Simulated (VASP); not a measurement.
# Tm (P6_3/mmc) in VASP: electric field gradients with PBE

Aim: the electric field gradients of Tm with PBE.

Everything below comes from runs of VASP 6.6.1. Logs are shortened: lines on timing, memory, paths and dates and some standing lists are left out, and cuts for length are marked.

### Step 1. Starting point

It takes space group P6_3/mmc (No. 194, hexagonal). The conventional cell has a = 3.543 Å, b = 3.543 Å, c = 5.571 Å, α = 90.00°, β = 90.00°, γ = 120.00°. Tm (site symmetry -6m2) is surrounded by 12 Tm at 3.46 to 3.54 Å.

### Step 2. Electric field gradients, PBE, collinear spin, typed start

The input, INCAR:

```
SYSTEM = Tm
PREC = Accurate
ENCUT = 520
EDIFF = 1E-8
ISMEAR = -1
SIGMA = 0.05
LREAL = .FALSE.
LASPH = .TRUE.
NELM = 150
ALGO = Normal
ISIF = 2
LWAVE = .FALSE.
LCHARG = .FALSE.
ISPIN = 2
MAGMOM = 2 2
LORBIT = 11
LMAXMIX = 6
GGA = PE
LEFG = .TRUE.
NBANDS = 34
```

The input, KPOINTS:

```
Automatic mesh
0
G
  11 11 6
  0 0 0
```

The input, POSCAR:

```
Tm
1.0
    3.5425993092      0.0000000000      0.0000000000
   -1.7712996546      3.0679809972      0.0000000000
    0.0000000000      0.0000000000      5.5708000000
Tm
2
Direct
    0.3333333333      0.6666666667      0.2500000000
    0.6666666667      0.3333333333      0.7500000000
```

Potentials or basis: VASP PAW PBE potentials, release 64 (Tm).

Launch:

```bash
> cat potpaw_PBE.64/Tm/POTCAR > POTCAR
> mpirun -np 1 vasp_std > vasp.out
```

OUTCAR:

```text
SYSTEM = Tm
   PREC = Accurate
   ENCUT = 520
   EDIFF = 1E-8
   ISMEAR = -1
   LREAL = .FALSE.
   LASPH = .TRUE.
   NELM = 150
   ISIF = 2
   ISPIN = 2
   LORBIT = 11
   GGA = PE

 ion  position               nearest neighbor table
   1  0.333  0.667  0.250-   2 3.46   2 3.46   2 3.46   2 3.46   2 3.46   2 3.46
   2  0.667  0.333  0.750-   1 3.46   1 3.46   1 3.46   1 3.46   1 3.46   1 3.46

  LATTYP: Found a hexagonal cell.
 ALAT       =     3.5425993092
 C/A-ratio  =     1.5725176668

  Lattice vectors:

 A1 = (   3.5425993092,   0.0000000000,   0.0000000000)
 A2 = (  -1.7712996546,   3.0679809972,   0.0000000000)
 A3 = (   0.0000000000,   0.0000000000,   5.5708000000)

Analysis of symmetry for initial positions (statically):
=====================================================================
 Subroutine PRICEL returns:
 Original cell was already a primitive cell.

 Routine SETGRP: Setting up the symmetry group for a
 hexagonal supercell.

 Subroutine GETGRP returns: Found 24 space group operations
 (whereof 12 operations were pure point group operations)
 out of a pool of 24 trial point group operations.

The static configuration has the point symmetry D_3d.
 The point group associated with its full space group is D_6h.

Analysis of symmetry for dynamics (positions and initial velocities):
=====================================================================
 Subroutine PRICEL returns:
 Original cell was already a primitive cell.

 Routine SETGRP: Setting up the symmetry group for a
 hexagonal supercell.

 Subroutine GETGRP returns: Found 24 space group operations
 (whereof 12 operations were pure point group operations)
 out of a pool of 24 trial point group operations.

The dynamic configuration has the point symmetry D_3d.
 The point group associated with its full space group is D_6h.

Analysis of structural, dynamic, and magnetic symmetry:
=====================================================================
 Subroutine PRICEL returns:
 Original cell was already a primitive cell.

 Routine SETGRP: Setting up the symmetry group for a
 hexagonal supercell.

 Subroutine GETGRP returns: Found 24 space group operations
 (whereof 12 operations were pure point group operations)
 out of a pool of 24 trial point group operations.

The overall configuration has the point symmetry D_3d.
 The point group associated with its full space group is D_6h.

 Subroutine INISYM returns: Found 24 space group operations
 (whereof 12 operations are pure point group operations),
 and found     1 'primitive' translations

----------------------------------------------------------------------------------------

                                     Primitive cell

  volume of cell :      60.5469

  direct lattice vectors                    reciprocal lattice vectors
     3.542599309  0.000000000  0.000000000     0.282278608  0.162973630  0.000000000
    -1.771299655  3.067980997  0.000000000     0.000000000  0.325947260  0.000000000
     0.000000000  0.000000000  5.570800000     0.000000000  0.000000000  0.179507432

  length of vectors
     3.542599309  3.542599309  5.570800000     0.325947260  0.325947260  0.179507432

  position of ions in fractional coordinates (direct lattice)
     0.333333333  0.666666667  0.250000000
     0.666666667  0.333333333  0.750000000

  ion indices of the primitive-cell ions
   primitive index   ion index
                 1           1
                 2           2

----------------------------------------------------------------------------------------

 KPOINTS: Automatic mesh

Automatic generation of k-mesh.
[... 61 lines left out ...]
   LNONCOLLINEAR =      F non collinear calculations
   LSORBIT =      F    spin-orbit coupling
   LASPH  =      T    aspherical Exc in radial PAW
   ENCUT  =  520.0 eV  38.22 Ry    6.18 a.u.   6.59  6.59 10.36*2*pi/ulx,y,z
   NELM   =    150;   NELMIN=  2; NELMDL= -5     # of ELM steps
   EDIFF  = 0.1E-07   stopping-criterion for ELM
   LREAL  =      F    real-space projection
   EDIFFG = 0.1E-06   stopping-criterion for IOM
   NSW    =      0    number of steps for IOM
   IBRION =     -1    ionic relax: 0-MD 1-quasi-New 2-CG
   NFREE  =      0    steps in history (QN), initial steepest desc. (CG)
   ISIF   =      2    stress and relaxation
   ISYM   =      2    0-nonsym 1-usesym 2-fastsym
   POTIM  = 0.5000    time-step for ionic-motion
   TEBEG  =    0.0;   TEEND  =   0.0 temperature during run
   PSTRESS=    0.0 pullay stress
   NELECT =      46.0000    total number of electrons
   NUPDOWN=      -1.0000    fix difference up-down
   EMIN   =  10.00;   EMAX   =-10.00  energy-range for DOS
   EFERMI =   0.00;   METHOD = LEGACY
   ISMEAR =    -1;   SIGMA  =   0.05  broadening in eV -4-tet -1-fermi 0-gaus
   EFERMI_NEDOS =   21; number of points for ismear=-14 and -15
   IALGO  =     38    algorithm
   IMIX   =      4    mixing-type and parameters
     AMIX     =   0.40;   BMIX     =  1.00
     AMIX_MAG =   1.60;   BMIX_MAG =  1.00
  volume/ion in A,a.u.               =      30.27       204.30
  Fermi-wavevector in a.u.,A,eV,Ry     =   1.493815  2.822900 30.361155  2.231482
  Thomas-Fermi vector in A             =   2.606167
   LORBIT       =     11    0 simple, 1 ext, 2 COOP (PROOUT), +10 PAW based schemes
   GGA     = PE    functional components
   LHFCALC =     F    Hartree Fock is set to
   AEXX    =    0.0000 exact exchange contribution
   IVDW    =     0    specifies the selected vdW correction
   LEPSILON=     F    determine dielectric tensor
   LRPA    =     F    only Hartree local field effects (RPA)
 spin polarized calculation
  energy-cutoff  :      520.00
  volume of cell :       60.55
 maximum number of plane-waves:      1677
 NGX is ok and might be reduce to    28
   NGX = 13   NGY = 13   NGZ = 21

 number of electron      46.0000020 magnetization       2.1762966

 Free energy of the ion-electron system (eV)
  ---------------------------------------------------
  ext. energy  EPLUGINS =         0.00000000
  ---------------------------------------------------
  free energy    TOTEN  =        -8.04085624 eV

  energy without entropy =       -7.91587614  energy(sigma->0) =       -7.97836619

 E-fermi :   2.2216     XC(G=0): -10.2517

 val. band max:        2.2190730165   @ k =   0.2727   0.1818   0.1667
 cond. band min:       2.2224516758   @ k =   0.1818   0.0000   0.3333
 fundamental gap:      0.0033786593
 Fermi energy:         2.2215828721

 spin component 1

 k-point     1 :       0.0000    0.0000    0.0000
  band No.  band energies     occupation
      1     -48.2016      1.00000
      2     -48.1521      1.00000
      3     -21.7767      1.00000
      4     -21.2107      1.00000
      5     -21.2107      1.00000
      6     -21.1099      1.00000
[... 877 lines left out ...]
     33       9.3154      0.00000
     34      10.2016      0.00000

 [... further k-points ...]

 spin component 2

 k-point     1 :       0.0000    0.0000    0.0000
  band No.  band energies     occupation
      1     -47.6626      1.00000
      2     -47.6101      1.00000
      3     -21.4474      1.00000
      4     -20.8623      1.00000
      5     -20.8623      1.00000
      6     -20.7560      1.00000
[... 877 lines left out ...]
     33       9.3770      0.00000
     34      10.2570      0.00000

 [... further k-points ...]
[... 5 lines left out ...]
  --------------------------------------------------------------------------------------
  -------------------------------------------------------------------------------------
  Total        0.9813040      0.9813040      1.7458947      0.0000000      0.0000000      0.0000000
  in kB       25.9670051     25.9670051     46.1994033      0.0000000      0.0000000      0.0000000
  external PRESSURE =      32.7111379 kB  Pullay stress =       0.0000000 kB

 VOLUME and BASIS-vectors are now :
 -----------------------------------------------------------------------------
  energy-cutoff  :      520.00
  volume of cell :       60.55
      direct lattice vectors                 reciprocal lattice vectors
     3.542599309  0.000000000  0.000000000     0.282278608  0.162973630  0.000000000
    -1.771299655  3.067980997  0.000000000     0.000000000  0.325947260  0.000000000
     0.000000000  0.000000000  5.570800000     0.000000000  0.000000000  0.179507432

 POSITION                                       TOTAL-FORCE (eV/Angst)
 -----------------------------------------------------------------------------------
     -0.00000      2.04532      1.39270         0.000000     -0.000000      0.000000
      1.77130      1.02266      4.17810        -0.000000      0.000000      0.000000
 -----------------------------------------------------------------------------------
    total drift:                                0.000000     -0.000000      0.000000

  FREE ENERGIE OF THE ION-ELECTRON SYSTEM (eV)
  ---------------------------------------------------
  free  energy   TOTEN  =        -8.0408562420 eV

  energy  without entropy=       -7.9158761354  energy(sigma->0) =       -7.97836619

 Electric field gradients (V/A^2)
---------------------------------------------------------------------
 ion       V_xx      V_yy      V_zz      V_xy      V_xz      V_yz
---------------------------------------------------------------------
   1     -11.502   -11.506    23.008    -0.003    -0.000     0.000
   2     -11.502   -11.506    23.008    -0.003     0.000    -0.000
---------------------------------------------------------------------

 Electric field gradients after diagonalization (V/A^2)
 (convention: |V_zz| > |V_xx| > |V_yy|)
----------------------------------------------------------------------
 ion       V_xx      V_yy      V_zz     asymmetry (V_yy - V_xx)/ V_zz
----------------------------------------------------------------------
   1     -11.508   -11.500    23.008       0.000
   2     -11.508   -11.500    23.008       0.000
----------------------------------------------------------------------

           NMR quadrupolar parameters

 Cq : quadrupolar parameter    Cq=e*Q*V_zz/h
 eta: asymmetry parameters     (V_yy - V_xx)/ V_zz
 Q  : nuclear electric quadrupole moment in mb (millibarn)
----------------------------------------------------------------------
 ion       Cq(MHz)       eta       Q (mb)
----------------------------------------------------------------------
   1       0.056       0.000       1.000
   2       0.056       0.000       1.000
----------------------------------------------------------------------

 total charge

# of ion       s       p       d       f       tot
--------------------------------------------------
    1        2.221   5.945   0.418  12.482  21.066
    2        2.221   5.945   0.418  12.482  21.066
--------------------------------------------------
tot          4.442  11.890   0.837  24.963  42.132

 magnetization (x)

# of ion       s       p       d       f       tot
--------------------------------------------------
    1        0.003  -0.039  -0.062   1.315   1.216
    2        0.003  -0.039  -0.062   1.315   1.216
--------------------------------------------------
tot          0.006  -0.079  -0.124   2.630   2.433
```

It took 9.4 min on 1 thread of AMD EPYC 9R45 (Zen 5), shared host; peak memory 0.32 GiB.

Results:

* Free energy: -8.0409 eV
* Pressure: 3.3 GPa
* Band gap on the k mesh: none (metal or under the smearing width)
* Net moment: 2.18 μB per cell
* Site moments: Tm +1.22 μB
* Valence electrons inside the program's atomic spheres: Tm 21.07

Electric field gradients, principal values (V/Å²):
| atom | Vxx | Vyy | Vzz |
| --- | --- | --- | --- |
| 1 Tm | -11.500 | -11.508 | 23.008 |
| 2 Tm | -11.500 | -11.508 | 23.008 |

Caveat: the magnetic or orbital state may not be the lowest; spin-orbit coupling is left out, which moves the levels of the heavy elements. The state reached can hang on the start; a lower one may exist.
